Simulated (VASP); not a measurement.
# KCl (Pm-3m) in VASP: notebook

Runs on KCl. Level: PBE. Tasks: single point.

Program: VASP 6.6.1. These are calculated values, not measurements. Logs are shortened: lines on timing, memory, paths and dates and some standing lists are left out, and cuts for length are marked.

### 1 The crystal as given

The structure is cubic, space group Pm-3m (No. 221). Conventional cell: a = 3.839 Å, b = 3.839 Å, c = 3.839 Å, α = 90.00°, β = 90.00°, γ = 90.00°. K (site symmetry m-3m) has 8 Cl at 3.32 Å as nearest neighbours. Cl (site symmetry m-3m) is surrounded by 8 K at 3.32 Å.

Measurements of this composition are mostly on another form, of space group No. 225.

### 2 Single point, PBE

Contents of INCAR:

```
SYSTEM = KCl
PREC = Accurate ; ENCUT = 1100
EDIFF = 1E-6 ; ISMEAR = 0
SIGMA = 0.05 ; LREAL = .False.
LASPH = .True. ; NELM = 100
ALGO = Normal ; ISIF = 2
LWAVE = .False. ; LCHARG = .False.
GGA = PE ; NBANDS = 15
ADDGRID = .False.
```

Contents of KPOINTS:

```
regular mesh
0
Gamma
  4 4 4
  0 0 0
```

Contents of POSCAR:

```
KCl
1.0
    3.8391960000      0.0000000000      0.0000000000
    0.0000000000      3.8391960000      0.0000000000
    0.0000000000      0.0000000000      3.8391960000
K Cl
1 1
Direct
    0.0405710000      0.0040460000      0.0049320000
    0.5021390000      0.4938510000      0.4988730000
```

Potentials or basis: VASP PAW PBE potentials, release 64 (K_sv, Cl_h).

Launch:

```sh
$ cat potpaw_PBE.64/K_sv/POTCAR potpaw_PBE.64/Cl_h/POTCAR > POTCAR
$ mpirun -np 1 vasp_std > vasp.out
```

OUTCAR:

```text
SYSTEM = KCl
   PREC = Accurate
   ENCUT = 1100
   EDIFF = 1E-6
   ISMEAR = 0
   LREAL = .False.
   LASPH = .True.
   NELM = 100
   ISIF = 2
   GGA = PE

 Found     36 irreducible k-points:

 Following reciprocal coordinates:
            Coordinates               Weight
  0.000000  0.000000  0.000000      1.000000
  0.250000  0.000000  0.000000      2.000000
  0.000000  0.250000  0.000000      2.000000
  0.000000  0.000000  0.250000      2.000000
  0.500000  0.000000  0.000000      1.000000
  0.000000  0.500000  0.000000      1.000000
   k-points           NKPTS =     36   k-points in BZ     NKDIM =     36   number of bands    NBANDS=     15
   number of dos      NEDOS =    301   number of ions     NIONS =      2
   total plane-waves  NPLWV =  74088
   dimension x,y,z NGX =    42 NGY =   42 NGZ =   42
   dimension x,y,z NGXF=    84 NGYF=   84 NGZF=   84
   ions per type =               1   1
   NGX,Y,Z   is equivalent  to a cutoff of  18.19, 18.19, 18.19 a.u.
   NGXF,Y,Z  is equivalent  to a cutoff of  36.37, 36.37, 36.37 a.u.
 SYSTEM =  KCl
   PREC   = accura    normal or accurate (medium, high low for compatibility)
   ISTART =      0    job   : 0-new  1-cont  2-samecut
   ICHARG =      2    charge: 1-file 2-atom 10-const
   ISPIN  =      1    spin polarized calculation?
   LNONCOLLINEAR =      F non collinear calculations
   LSORBIT =      F    spin-orbit coupling
   LASPH  =      T    aspherical Exc in radial PAW
   ENCUT  = 1100.0 eV  80.85 Ry    8.99 a.u.  10.38 10.38 10.38*2*pi/ulx,y,z
   NELM   =    100;   NELMIN=  2; NELMDL= -5     # of ELM steps
   EDIFF  = 0.1E-05   stopping-criterion for ELM
   LREAL  =      F    real-space projection
   EDIFFG = 0.1E-04   stopping-criterion for IOM
   NSW    =      0    number of steps for IOM
   IBRION =     -1    ionic relax: 0-MD 1-quasi-New 2-CG
   NFREE  =      0    steps in history (QN), initial steepest desc. (CG)
   ISIF   =      2    stress and relaxation
   ISYM   =      2    0-nonsym 1-usesym 2-fastsym
   POTIM  = 0.5000    time-step for ionic-motion
   TEBEG  =    0.0;   TEEND  =   0.0 temperature during run
   PSTRESS=    0.0 pullay stress
   NELECT =      16.0000    total number of electrons
   NUPDOWN=      -1.0000    fix difference up-down
   EMIN   =  10.00;   EMAX   =-10.00  energy-range for DOS
   EFERMI =   0.00;   METHOD = LEGACY
   ISMEAR =     0;   SIGMA  =   0.05  broadening in eV -4-tet -1-fermi 0-gaus
   EFERMI_NEDOS =   21; number of points for ismear=-14 and -15
   IALGO  =     38    algorithm
   IMIX   =      4    mixing-type and parameters
     AMIX     =   0.40;   BMIX     =  1.00
     AMIX_MAG =   1.60;   BMIX_MAG =  1.00
  volume/ion in A,a.u.               =      28.29       190.94
  Fermi-wavevector in a.u.,A,eV,Ry     =   1.074504  2.030517 15.708715  1.154558
  Thomas-Fermi vector in A             =   2.210334
   LORBIT       =      0    0 simple, 1 ext, 2 COOP (PROOUT), +10 PAW based schemes
   GGA     = PE    functional components
   LHFCALC =     F    Hartree Fock is set to
   AEXX    =    0.0000 exact exchange contribution
   IVDW    =     0    specifies the selected vdW correction
   LEPSILON=     F    determine dielectric tensor
   LRPA    =     F    only Hartree local field effects (RPA)
 non-spin polarized calculation
 Gauss-broadening in eV      SIGMA  =   0.05
  energy-cutoff  :     1100.00
  volume of cell :       56.59
 maximum number of plane-waves:      4713
 NGX is ok and might be reduce to    42
   NGX = 21   NGY = 21   NGZ = 21

 number of electron      16.0000000 magnetization

 Free energy of the ion-electron system (eV)
  ---------------------------------------------------
  ext. energy  EPLUGINS =         0.00000000
  ---------------------------------------------------
  free energy    TOTEN  =        -6.64713796 eV

  energy without entropy =       -6.64713796  energy(sigma->0) =       -6.64713796

 E-fermi :  -0.3292     XC(G=0):  -8.0890

 val. band max:       -0.5990885055   @ k =   0.0000   0.5000   0.5000
 cond. band min:       4.2006970462   @ k =   0.0000   0.0000   0.0000
 fundamental gap:      4.7997855517
 Fermi energy:        -0.3291508190

 k-point     1 :       0.0000    0.0000    0.0000
  band No.  band energies     occupation
      1     -28.6488      2.00000
      2     -13.1712      2.00000
      3     -12.0365      2.00000
      4     -12.0363      2.00000
      5     -12.0309      2.00000
      6      -0.8068      2.00000
      7      -0.8031      2.00000
      8      -0.8018      2.00000
      9       4.2007      0.00000
     10       5.9633      0.00000
     11       6.0178      0.00000
     12      10.0183      0.00000
     13      10.0569      0.00000
     14      10.0579      0.00000
     15      12.7449      0.00000

 k-point     2 :       0.2500    0.0000    0.0000
  band No.  band energies     occupation
      1     -28.6393      2.00000
      2     -13.2552      2.00000
      3     -12.0222      2.00000
      4     -12.0213      2.00000
      5     -11.9631      2.00000
      6      -1.6760      2.00000
      7      -0.8048      2.00000
      8      -0.8045      2.00000
      9       5.4134      0.00000
     10       6.4478      0.00000
     11       7.0618      0.00000
     12       9.8767      0.00000
     13       9.8781      0.00000
     14      10.2859      0.00000
     15      11.2167      0.00000

 k-point     3 :       0.0000    0.2500    0.0000
  band No.  band energies     occupation
      1     -28.6393      2.00000
      2     -13.2591      2.00000
      3     -12.0300      2.00000
      4     -12.0211      2.00000
      5     -11.9511      2.00000
      6      -1.6762      2.00000
      7      -0.8079      2.00000
      8      -0.8008      2.00000
      9       5.4098      0.00000
     10       6.4709      0.00000
     11       7.0153      0.00000
     12       9.8589      0.00000
     13       9.8699      0.00000
     14      10.3214      0.00000
     15      11.1232      0.00000

 k-point     4 :       0.0000    0.0000    0.2500
  band No.  band energies     occupation
      1     -28.6393      2.00000
      2     -13.2593      2.00000
      3     -12.0302      2.00000
      4     -12.0212      2.00000
      5     -11.9505      2.00000
      6      -1.6762      2.00000
      7      -0.8077      2.00000
      8      -0.8009      2.00000
      9       5.4096      0.00000
     10       6.4720      0.00000
     11       7.0130      0.00000
     12       9.8571      0.00000
     13       9.8705      0.00000
     14      10.3231      0.00000
     15      11.1187      0.00000

 k-point     5 :       0.5000    0.0000    0.0000
  band No.  band energies     occupation
      1     -28.6298      2.00000
      2     -13.3414      2.00000
      3     -12.0064      2.00000
      4     -12.0062      2.00000
      5     -11.8881      2.00000
      6      -2.3473      2.00000
      7      -0.8081      2.00000
      8      -0.8072      2.00000
      9       7.1080      0.00000
     10       7.2799      0.00000
     11       7.6619      0.00000
     12       9.4930      0.00000
     13       9.8682      0.00000
     14       9.9208      0.00000
     15      10.6106      0.00000

 k-point     6 :       0.0000    0.5000    0.0000
  band No.  band energies     occupation
      1     -28.6297      2.00000
      2     -13.3486      2.00000
      3     -12.0093      2.00000
      4     -12.0057      2.00000
      5     -11.8772      2.00000
      6      -2.3488      2.00000
      7      -0.8143      2.00000
      8      -0.7976      2.00000
      9       7.0827      0.00000
     10       7.2853      0.00000
     11       7.6255      0.00000
     12       9.2053      0.00000
     13       9.9030      0.00000
     14      10.2537      0.00000
     15      10.5916      0.00000

 [... further k-points ...]

------------------------ aborting loop because EDIFF is reached ----------------------------------------

  FORCE on cell =-STRESS in cart. coord.  units (eV):
  Direction    XX          YY          ZZ          XY          YZ          ZX
  --------------------------------------------------------------------------------------
  -------------------------------------------------------------------------------------
  Total        0.0546305      0.0640031      0.0648006      0.0247921      0.0041839      0.0148155
  in kB        1.5467658      1.8121352      1.8347149      0.7019454      0.1184589      0.4194752
  external PRESSURE =       1.7312053 kB  Pullay stress =       0.0000000 kB

 VOLUME and BASIS-vectors are now :
 -----------------------------------------------------------------------------
  energy-cutoff  :     1100.00
  volume of cell :       56.59
      direct lattice vectors                 reciprocal lattice vectors
     3.839196000  0.000000000  0.000000000     0.260471203  0.000000000  0.000000000
     0.000000000  3.839196000  0.000000000     0.000000000  0.260471203  0.000000000
     0.000000000  0.000000000  3.839196000     0.000000000  0.000000000  0.260471203

 POSITION                                       TOTAL-FORCE (eV/Angst)
 -----------------------------------------------------------------------------------
      0.15576      0.01553      0.01893        -0.096525     -0.027860     -0.016637
      1.92781      1.89599      1.91527         0.096525      0.027860      0.016637
 -----------------------------------------------------------------------------------
    total drift:                                0.000056      0.000004      0.000054

  FREE ENERGIE OF THE ION-ELECTRON SYSTEM (eV)
  ---------------------------------------------------
  free  energy   TOTEN  =        -6.6471379606 eV

  energy  without entropy=       -6.6471379606  energy(sigma->0) =       -6.64713796
```

Wall time 40 s (1 thread of Intel Xeon 6975P-C (Granite Rapids), shared host); peak memory 0.29 GiB.

These settings aren't checked as converged: the numbers below hold their error.

What came out:

| Property | Result |
| --- | --- |
| Free energy | -6.6471 eV |
| Pressure | 0.2 GPa |
| Largest force | 0.102 eV/Å |
| Band gap on the k mesh | 4.80 eV, indirect (least direct gap 5.00 eV) |

(Part 1 of 2 ends here.)
